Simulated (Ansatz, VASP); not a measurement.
Two plane-wave programs on ZnCu

```
Zn Cu
1.0
     4.41900    0.00000    0.00000
     0.00000    2.60050    0.00000
     0.00000    0.00000    5.06275
Zn Cu
2 2
Cartesian
  1.1048 1.3003 0.6775
  3.3143 1.3003 4.3852
  3.3143 1.3003 1.8915
  1.1048 1.3003 3.1712
```

Alike in both runs: functional PBE; k mesh 10 × 18 × 10; occupations gaussian, width 0.1 eV; no spin polarisation.

Ansatz relaxed the structure, and its values are those at the end. VASP's run is a single point on that final structure, the one shown.

```csv
,VASP,Ansatz
version,VASP 6.6.1,Ansatz 0.2.0
potentials or method,"VASP PAW PBE potentials, release 64 (Zn, Cu)","scalar-relativistic, plane waves, PAW"
plane-wave cutoff (eV),520,420
valence electrons in the cell,46,62
```

|  | VASP | Ansatz | Ansatz less VASP |
| --- | --- | --- | --- |
| gap on the k mesh at the Fermi level (eV) | none | none | - |
| pressure (GPa) | 0.5 | 0.0 | -0.48 |

A gap of «none» marks a metal or a gap that the smearing closes. With one functional, cell and mesh, what is left measures potentials, basis and numerics. The two sets of potentials don't hold the same shells in valence.
